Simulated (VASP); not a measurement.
# AlP (F-43m) in VASP: settings compared

One crystal, AlP, is run at these levels: LDA, PBE, PBEsol; tasks: relaxation of cell and atoms.

All numbers are computed with VASP 6.6.1; they aren't measurements. Logs are shortened: lines on timing, memory, paths and dates and some standing lists are left out, and cuts for length are marked.

**1. Starting point**

The structure is cubic, space group F-43m (No. 216). Conventional cell: a = 5.451 Å, b = 5.451 Å, c = 5.451 Å, α = 90.00°, β = 90.00°, γ = 90.00°. Around Al (site symmetry -43m) lie 4 P at 2.36 Å. Around P (site symmetry -43m) lie 4 Al at 2.36 Å.

**2. Relaxation of cell and atoms, LDA**

Input file INCAR:

```
PREC     = Accurate       # precision mode
ENCUT    = 600            # plane-wave cutoff, eV
EDIFF    = 1E-6           # SCF threshold, eV
ISMEAR   = 0              # smearing method
SIGMA    = 0.03           # smearing width, eV
LREAL    = False          # projectors in reciprocal space
LASPH    = True           # aspherical terms in the spheres
NELM     = 80             # most SCF steps
ALGO     = Normal         # electronic algorithm
ISIF     = 3              # what is computed and relaxed
LWAVE    = False          # write WAVECAR
LCHARG   = False          # write CHGCAR
GGA      = CA             # functional
IBRION   = 2              # ionic algorithm
NSW      = 90             # ionic steps
EDIFFG   = -0.01          # ionic threshold
```

Input file KPOINTS:

```
Automatic mesh
0
Gamma
  8 8 8
```

Input file POSCAR:

```
AlP
1.0
    0.0000000000      2.7255000000      2.7255000000
    2.7255000000      0.0000000000      2.7255000000
    2.7255000000      2.7255000000      0.0000000000
Al P
1 1
Direct
    0.0000000000      0.0000000000      0.0000000000
    0.2500000000      0.2500000000      0.2500000000
```

Potentials or basis: VASP PAW LDA potentials, release 64 (Al, P).

Launch:

```
$ cat potpaw_LDA.64/Al/POTCAR potpaw_LDA.64/P/POTCAR > POTCAR
$ mpirun -np 1 vasp_std > vasp.out
```

OUTCAR:

```text
PREC = Accurate
   ENCUT = 600
   EDIFF = 1E-6
   ISMEAR = 0
   LREAL = False
   LASPH = True
   NELM = 80
   ISIF = 3
   GGA = CA
   IBRION = 2
   NSW = 90
   EDIFFG = -0.01

 ion  position               nearest neighbor table
   1  0.000  0.000  0.000-   2 2.36   2 2.36   2 2.36   2 2.36
   2  0.250  0.250  0.250-   1 2.36   1 2.36   1 2.36   1 2.36

  LATTYP: Found a face centered cubic cell.
 ALAT       =     5.4510000000

  Lattice vectors:

 A1 = (   0.0000000000,   2.7255000000,   2.7255000000)
 A2 = (   2.7255000000,   0.0000000000,   2.7255000000)
 A3 = (   2.7255000000,   2.7255000000,   0.0000000000)

Analysis of symmetry for initial positions (statically):
=====================================================================
 Subroutine PRICEL returns:
 Original cell was already a primitive cell.

 Routine SETGRP: Setting up the symmetry group for a
 face centered cubic supercell.

 Subroutine GETGRP returns: Found 24 space group operations
 (whereof 24 operations were pure point group operations)
 out of a pool of 48 trial point group operations.

The static configuration has the point symmetry T_d .

Analysis of symmetry for dynamics (positions and initial velocities):
=====================================================================
 Subroutine PRICEL returns:
 Original cell was already a primitive cell.

 Routine SETGRP: Setting up the symmetry group for a
 face centered cubic supercell.

 Subroutine GETGRP returns: Found 24 space group operations
 (whereof 24 operations were pure point group operations)
 out of a pool of 48 trial point group operations.

The dynamic configuration has the point symmetry T_d .

 Subroutine INISYM returns: Found 24 space group operations
 (whereof 24 operations are pure point group operations),
 and found     1 'primitive' translations

----------------------------------------------------------------------------------------

                                     Primitive cell

  volume of cell :      40.4919

  direct lattice vectors                    reciprocal lattice vectors
     0.000000000  2.725500000  2.725500000    -0.183452578  0.183452578  0.183452578
     2.725500000  0.000000000  2.725500000     0.183452578 -0.183452578  0.183452578
     2.725500000  2.725500000  0.000000000     0.183452578  0.183452578 -0.183452578

  length of vectors
     3.854439064  3.854439064  3.854439064     0.317749185  0.317749185  0.317749185

[... 97 lines left out ...]
   IALGO  =     38    algorithm
   IMIX   =      4    mixing-type and parameters
     AMIX     =   0.40;   BMIX     =  1.00
     AMIX_MAG =   1.60;   BMIX_MAG =  1.00
  volume/ion in A,a.u.               =      20.25       136.63
  Fermi-wavevector in a.u.,A,eV,Ry     =   0.953488  1.801831 12.369596  0.909140
  Thomas-Fermi vector in A             =   2.082148
   LORBIT       =      0    0 simple, 1 ext, 2 COOP (PROOUT), +10 PAW based schemes
   GGA     = CA    functional components
   LHFCALC =     F    Hartree Fock is set to
   AEXX    =    0.0000 exact exchange contribution
   IVDW    =     0    specifies the selected vdW correction
   LEPSILON=     F    determine dielectric tensor
   LRPA    =     F    only Hartree local field effects (RPA)
 conjugate gradient relaxation of ions
 non-spin polarized calculation
 Gauss-broadening in eV      SIGMA  =   0.03
  energy-cutoff  :      600.00
  volume of cell :       40.49
 maximum number of plane-waves:      1365
   NGX = 15   NGY = 15   NGZ = 15

--------------------------------------- Ionic step        1  -------------------------------------------

 number of electron       8.0000000 magnetization

 Free energy of the ion-electron system (eV)
  ---------------------------------------------------
  ext. energy  EPLUGINS =         0.00000000
  ---------------------------------------------------
  free energy    TOTEN  =       -11.41173849 eV

  energy without entropy =      -11.41173849  energy(sigma->0) =      -11.41173849

------------------------ aborting loop because EDIFF is reached ----------------------------------------

  FORCE on cell =-STRESS in cart. coord.  units (eV):
  Direction    XX          YY          ZZ          XY          YZ          ZX
  --------------------------------------------------------------------------------------
  -------------------------------------------------------------------------------------
  Total       -0.1954558     -0.1954558     -0.1954558     -0.0000000     -0.0000000     -0.0000000
  in kB       -7.7337591     -7.7337591     -7.7337591     -0.0000000     -0.0000000     -0.0000000
  external PRESSURE =      -7.7337591 kB  Pullay stress =       0.0000000 kB
[... 59 lines left out ...]
--------------------------------------- Ionic step        3  -------------------------------------------

 number of electron       8.0000000 magnetization

 Free energy of the ion-electron system (eV)
  ---------------------------------------------------
  ext. energy  EPLUGINS =         0.00000000
  ---------------------------------------------------
  free energy    TOTEN  =       -11.41259132 eV

  energy without entropy =      -11.41259132  energy(sigma->0) =      -11.41259132

 E-fermi :   4.7106     XC(G=0):  -9.5008

 val. band max:        4.5765935649   @ k =   0.0000   0.0000   0.0000
 cond. band min:       5.9920103909   @ k =   0.5000   0.5000   0.0000
 fundamental gap:      1.4154168260
 Fermi energy:         4.7106466375

 k-point     1 :       0.0000    0.0000    0.0000
  band No.  band energies     occupation
      1      -7.0074      2.00000
      2       4.5766      2.00000
      3       4.5766      2.00000
      4       4.5766      2.00000
      5       7.8120      0.00000
      6       9.0679      0.00000
      7       9.0679      0.00000
      8       9.0679      0.00000
[... 243 lines left out ...]
 k-point    24 :      -0.3750    0.2500    0.1250
  band No.  band energies     occupation
      1      -4.9531      2.00000
      2      -0.6921      2.00000
      3       1.9148      2.00000
      4       3.0526      2.00000
      5       8.4343      0.00000
      6       9.0092      0.00000
      7      11.4212      0.00000
      8      12.2219      0.00000

 [... further k-points ...]

------------------------ aborting loop because EDIFF is reached ----------------------------------------

  FORCE on cell =-STRESS in cart. coord.  units (eV):
  Direction    XX          YY          ZZ          XY          YZ          ZX
  --------------------------------------------------------------------------------------
  -------------------------------------------------------------------------------------
  Total       -0.0003716     -0.0003716     -0.0003716     -0.0000000     -0.0000000      0.0000000
  in kB       -0.0148315     -0.0148315     -0.0148315     -0.0000000     -0.0000000      0.0000000
  external PRESSURE =      -0.0148315 kB  Pullay stress =       0.0000000 kB
[... 17 lines left out ...]
  FREE ENERGIE OF THE ION-ELECTRON SYSTEM (eV)
  ---------------------------------------------------
  free  energy   TOTEN  =       -11.4125913201 eV

  energy  without entropy=      -11.4125913201  energy(sigma->0) =      -11.41259132

 reached required accuracy - stopping structural energy minimisation
```

OSZICAR:

```text
N       E                     dE             d eps       ncg     rms          rms(c)
DAV:   1     0.116432045753E+02    0.11643E+02   -0.35708E+03   464   0.867E+02
DAV:   2    -0.112488040098E+02   -0.22892E+02   -0.22566E+02   632   0.934E+01
DAV:   3    -0.118423250410E+02   -0.59352E+00   -0.59352E+00   576   0.197E+01
[... 20 lines left out ...]
DAV:   2    -0.114126583577E+02    0.31483E-03   -0.82615E-04   544   0.158E-01    0.579E-02
DAV:   3    -0.114125978404E+02    0.60517E-04   -0.21669E-04   608   0.771E-02    0.152E-02
DAV:   4    -0.114125932006E+02    0.46398E-05   -0.53814E-06   520   0.167E-02    0.125E-02
DAV:   5    -0.114125913347E+02    0.18659E-05   -0.20969E-06   464   0.804E-03    0.513E-03
DAV:   6    -0.114125913201E+02    0.14590E-07   -0.55178E-08   232   0.213E-03
   3 F= -.11412591E+02 E0= -.11412591E+02  d E =-.852827E-03
```

CONTCAR:

```text
AlP
   1.00000000000000
     0.0000000000000000    2.7175991461658624    2.7175991461658624
     2.7175991461658624   -0.0000000000000000    2.7175991461658624
     2.7175991461658624    2.7175991461658624   -0.0000000000000000
  Al              P
     1     1
Direct
     0.0000000000000000    0.0000000000000000    0.0000000000000000
     0.2500000000000000    0.2500000000000000    0.2500000000000000

  0.00000000E+00  0.00000000E+00  0.00000000E+00
  0.00000000E+00  0.00000000E+00  0.00000000E+00
```

Wall time 19 s (1 thread of Intel Xeon Platinum 8175M at 2.50GHz (Skylake/Cascade Lake), shared host); peak memory 0.15 GiB.

Results:

```
Free energy                            : -11.4126 eV
Relaxed volume                         : 20.07 Å³/atom
Relaxed cell                           : a = 3.843 Å, b = 3.843 Å, c = 3.843 Å, α = 60.00°, β = 60.00°, γ = 60.00°
Space group after relaxing (to 0.05 Å) : F-43m (No. 216)
Energy gained by relaxing              : 0.4 meV/atom
Ionic steps                            : 3
Pressure after relaxing                : 0.0 GPa
Band gap on the k mesh                 : 1.42 eV, indirect (least direct gap 3.24 eV)
```

Step by step:
| step | energy change (eV) | largest force (eV/Å) | pressure (GPa) | volume (Å³) |
| --- | --- | --- | --- | --- |
| 1 | 0.0000 | 0.0000 | -0.77 | 40.49 |
| 2 | -0.0005 | 0.0000 | 0.50 | 39.92 |
| 3 | -0.0009 | 0.0000 | 0.00 | 40.14 |

Final structure:
```
CELL_PARAMETERS angstrom
0.00000 2.71760 2.71760
2.71760 0.00000 2.71760
2.71760 2.71760 0.00000
ATOMIC_POSITIONS crystal
Al 0.00000 0.00000 0.00000
P 0.25000 0.25000 0.25000
```

A k mesh can miss the band edges. Zero-point motion and thermal expansion aren't in these numbers.

**3. Relaxation of cell and atoms, LDA**

This run uses another cell than the first one, of 20.07 Å³/atom, 0.991 times its volume.

Edit INCAR of step 2 so:

```diff
@@ -2,3 +2,3 @@
 ENCUT    = 600            # plane-wave cutoff, eV
-EDIFF    = 1E-6           # SCF threshold, eV
+EDIFF    = 1E-7           # SCF threshold, eV
 ISMEAR   = 0              # smearing method
@@ -15,2 +15,2 @@
 NSW      = 90             # ionic steps
-EDIFFG   = -0.01          # ionic threshold
+EDIFFG   = -0.005         # ionic threshold
```

KPOINTS is that of step 2.

Input file POSCAR:

```
AlP                                     
1.0
    0.0000000000      2.7175991462      2.7175991462
    2.7175991462     -0.0000000000      2.7175991462
    2.7175991462      2.7175991462     -0.0000000000
  Al              P             
     1     1
Direct
     0.0000000000000000    0.0000000000000000    0.0000000000000000
     0.2500000000000000    0.2500000000000000    0.2500000000000000
```

Potentials or basis: VASP PAW LDA potentials, release 64 (Al, P).

Launch:

```
$ cat potpaw_LDA.64/Al/POTCAR potpaw_LDA.64/P/POTCAR > POTCAR
$ mpirun -np 1 vasp_std > vasp.out
```

Wall time 12 s (1 thread of Intel Xeon Platinum 8175M at 2.50GHz (Skylake/Cascade Lake), shared host); peak memory 0.15 GiB.

Results (log left out):

```yaml
Free_energy: -11.4126 eV
Pressure_after_relaxing: 0.0 GPa
Band_gap_on_the_k_mesh: 1.42 eV, indirect (least direct gap 3.24 eV)
```

Final structure:
```yaml
crystal:
  lattice:
    - [0.00000, 2.71760, 2.71760]
    - [2.71760, 0.00000, 2.71760]
    - [2.71760, 2.71760, 0.00000]
  atoms:
    - { symbol: Al, position: [0.00000, 0.00000, 0.00000] }
    - { symbol: P, position: [0.25000, 0.25000, 0.25000] }
```

Levels at points of the mesh, in eV from the valence-band top:
| k point | band 1 | band 2 | band 3 | band 4 | band 5 | band 6 | band 7 | band 8 |
| --- | --- | --- | --- | --- | --- | --- | --- | --- |
| (0.00, 0.00, 0.00) | -11.58 | 0.00 | 0.00 | 0.00 | 3.24 | 4.49 | 4.49 | 4.49 |
| (0.50, 0.00, 0.00) | -9.85 | -5.64 | -0.78 | -0.78 | 2.72 | 4.74 | 4.74 | 8.11 |
| (0.50, 0.50, 0.00) | -9.17 | -5.40 | -2.15 | -2.15 | 1.42 | 2.33 | 11.00 | 11.00 |

Caveat: the relaxation stopped at its first step, so nothing moved. As with any semilocal functional, this LDA gap is likely too small.

**4. Relaxation of cell and atoms, PBE**

Input file INCAR:

```
SYSTEM = AlP
PREC = Accurate
ENCUT = 600
EDIFF = 1E-6
ISMEAR = 0
SIGMA = 0.03
LREAL = .FALSE.
LASPH = .TRUE.
NELM = 80
ALGO = Normal
ISIF = 3
LWAVE = .FALSE.
LCHARG = .FALSE.
GGA = PE
IBRION = 2
NSW = 90
EDIFFG = -0.01
```

Input file KPOINTS:

```
regular mesh
0
G
  8 8 8
  0 0 0
```

Input file POSCAR:

```
AlP
1.0
    0.0000000000      2.7255000000      2.7255000000
    2.7255000000      0.0000000000      2.7255000000
    2.7255000000      2.7255000000      0.0000000000
Al P
1 1
Direct
    0.0000000000      0.0000000000      0.0000000000
    0.2500000000      0.2500000000      0.2500000000
```

Potentials or basis: VASP PAW PBE potentials, release 64 (Al, P).

Launch:

```
$ cat potpaw_PBE.64/Al/POTCAR potpaw_PBE.64/P/POTCAR > POTCAR
$ mpirun -np 1 vasp_std > vasp.out
```

It took 13 s on 1 thread of Intel Xeon 6975P-C (Granite Rapids), shared host; peak memory 0.17 GiB.

The run converged. Its results:

- Free energy: -10.3770 eV
- Relaxed volume: 20.86 Å³/atom
- Relaxed cell: a = 3.893 Å, b = 3.893 Å, c = 3.893 Å, α = 60.00°, β = 60.00°, γ = 60.00°
- Space group after relaxing (to 0.05 Å): F-43m (No. 216)
- Energy gained by relaxing: 5.0 meV/atom
- Ionic steps: 3
- Pressure after relaxing: 0.0 GPa
- Band gap on the k mesh: 1.63 eV, indirect (least direct gap 3.09 eV)

The path:
```csv
step,energy change (eV),largest force (eV/Å),pressure (GPa),volume (Å³)
1,0.0000,0.0000,2.65,40.49
2,-0.0065,0.0000,-1.43,42.48
3,-0.0099,0.0000,0.01,41.73
```

Final structure:
```yaml
crystal:
  lattice:
    - [0.00000, 2.75290, 2.75290]
    - [2.75290, 0.00000, 2.75290]
    - [2.75290, 2.75290, 0.00000]
  atoms:
    - { symbol: Al, position: [0.00000, 0.00000, 0.00000] }
    - { symbol: P, position: [0.25000, 0.25000, 0.25000] }
```

Levels at points of the mesh, in eV from the valence-band top:
```
           k point  band 2  band 3  band 4  band 5  band 6  band 7
(0.00, 0.00, 0.00)    0.00    0.00    0.00    3.09    4.53    4.53
(0.50, 0.00, 0.00)   -5.42   -0.75   -0.75    2.72    4.81    4.81
(0.50, 0.50, 0.00)   -5.22   -2.05   -2.05    1.63    2.47   10.86
```

A k mesh can miss the band edges. PBE usually gives volumes a little too large and moduli too small.

**5. Relaxation of cell and atoms, PBE**

This run uses another cell than the first one, of 20.86 Å³/atom, 1.030 times its volume.

Edit INCAR of step 4 so:

```diff
@@ -3,3 +3,3 @@
 ENCUT = 600
-EDIFF = 1E-6
+EDIFF = 1E-7
 ISMEAR = 0
@@ -16,2 +16,2 @@
 NSW = 90
-EDIFFG = -0.01
+EDIFFG = -0.005
```

KPOINTS is that of step 4.

Input file POSCAR:

```
AlP                                     
1.0
   -0.0000000000      2.7528996704      2.7528996704
    2.7528996704     -0.0000000000      2.7528996704
    2.7528996704      2.7528996704     -0.0000000000
  Al              P             
     1     1
Direct
     0.0000000000000000    0.0000000000000000    0.0000000000000000
     0.2500000000000000    0.2500000000000000    0.2500000000000000
```

Launch:

```
$ cat potpaw_PBE.64/Al/POTCAR potpaw_PBE.64/P/POTCAR > POTCAR
$ mpirun -np 1 vasp_std > vasp.out
```

Wall time 6.9 s (1 thread of Intel Xeon 6975P-C (Granite Rapids), shared host); peak memory 0.17 GiB.

The run converged. Its results:

| Quantity | Value |
| --- | --- |
| Free energy | -10.3771 eV |
| Pressure after relaxing | 0.0 GPa |
| Band gap on the k mesh | 1.63 eV, indirect (least direct gap 3.09 eV) |

Final structure:
```
Al P
1.0
     0.00000    2.75290    2.75290
     2.75290    0.00000    2.75290
     2.75290    2.75290    0.00000
Al P
1 1
Cartesian
  0.0000 0.0000 0.0000
  1.3764 1.3764 1.3764
```

Levels at points of the mesh, in eV from the valence-band top:
```
           k point  band 1  band 2  band 3  band 4  band 5  band 6  band 7  band 8
(0.00, 0.00, 0.00)  -11.36    0.00    0.00    0.00    3.09    4.53    4.53    4.53
(0.50, 0.00, 0.00)   -9.75   -5.42   -0.75   -0.75    2.72    4.81    4.81    8.20
(0.50, 0.50, 0.00)   -9.11   -5.22   -2.05   -2.05    1.63    2.47   10.86   10.86
```

Caveat: the relaxation stopped at its first step, so nothing moved.

**6. Relaxation of cell and atoms, PBEsol**

Input file INCAR:

```
PREC = Accurate
ENCUT = 600
EDIFF = 1E-6
ISMEAR = 0
SIGMA = 0.03
LREAL = F
LASPH = T
NELM = 80
ALGO = Normal
ISIF = 3
LWAVE = F
LCHARG = F
GGA = PS
IBRION = 2
NSW = 90
EDIFFG = -0.01
```

Input file KPOINTS:

```
regular mesh
0
Gamma
  8 8 8
```

Input file POSCAR:

```
AlP
1.0
    0.0000000000      2.7255000000      2.7255000000
    2.7255000000      0.0000000000      2.7255000000
    2.7255000000      2.7255000000      0.0000000000
Al P
1 1
Direct
    0.0000000000      0.0000000000      0.0000000000
    0.2500000000      0.2500000000      0.2500000000
```

Potentials or basis: VASP PAW PBE potentials, release 64 (Al, P).

Launch:

```
$ cat potpaw_PBE.64/Al/POTCAR potpaw_PBE.64/P/POTCAR > POTCAR
$ mpirun -np 1 vasp_std > vasp.out
```

Wall time 12 s (1 thread of Intel Xeon Platinum 8559C (Emerald Rapids), shared host); peak memory 0.17 GiB.

Results (log left out):

| Quantity | Value |
| --- | --- |
| Free energy | -10.9955 eV |
| Relaxed volume | 20.47 Å³/atom |
| Relaxed cell | a = 3.869 Å, b = 3.869 Å, c = 3.869 Å, α = 60.00°, β = 60.00°, γ = 60.00° |
| Space group after relaxing (to 0.05 Å) | F-43m (No. 216) |
| Energy gained by relaxing | 0.7 meV/atom |
| Ionic steps | 3 |
| Pressure after relaxing | 0.0 GPa |
| Band gap on the k mesh | 1.45 eV, indirect (least direct gap 3.15 eV) |

The path:
```
step  energy change (eV)  largest force (eV/Å)  pressure (GPa)  volume (Å³)
   1              0.0000                0.0000            1.00        40.49
   2             -0.0009                0.0000           -0.60        41.24
   3             -0.0014                0.0000            0.00        40.95
```

Final structure:
```cif
data_structure
_symmetry_space_group_name_H-M 'P 1'
_symmetry_Int_Tables_number 1
_cell_length_a 3.8689
_cell_length_b 3.8689
_cell_length_c 3.8689
_cell_angle_alpha 60.000
_cell_angle_beta 60.000
_cell_angle_gamma 60.000
_cell_volume 40.95
loop_
_atom_site_label
_atom_site_type_symbol
_atom_site_fract_x
_atom_site_fract_y
_atom_site_fract_z
_atom_site_occupancy
Al1 Al 0.00000 0.00000 0.00000 1
P1 P 0.25000 0.25000 0.25000 1
```

Levels at points of the mesh, in eV from the valence-band top:
```tsv
k point	band 1	band 2	band 3	band 4	band 5	band 6	band 7	band 8
(0.00, 0.00, 0.00)	-11.49	0.00	0.00	0.00	3.15	4.50	4.50	4.50
(0.50, 0.00, 0.00)	-9.81	-5.55	-0.76	-0.76	2.71	4.75	4.75	8.06
(0.50, 0.50, 0.00)	-9.15	-5.32	-2.11	-2.11	1.45	2.37	10.94	10.94
```

Caveat: the PAW data sets were made with another functional, which shifts forces and pressure a little.

**7. Summary**

| level | potentials or basis | gap on the mesh (eV) | pressure (GPa) |
| --- | --- | --- | --- |
| LDA | VASP PAW LDA potentials, release 64 (Al, P) | 1.42 | 0.0 |
| PBE | VASP PAW PBE potentials, release 64 (Al, P) | 1.63 | 0.0 |
| PBEsol | VASP PAW PBE potentials, release 64 (Al, P) | 1.45 | 0.0 |

Alike in all rows: task relaxation of cell and atoms; no spin polarisation; cell relaxed; k mesh 8 × 8 × 8; cutoff (eV) 600; smearing gaussian 0.03 eV.

Caveats: the relaxation stopped at its first step, so nothing moved (some runs); the PAW data sets were made with another functional, which shifts forces and pressure a little (some runs).

Absolute energies hang on the potentials; compare differences alone.
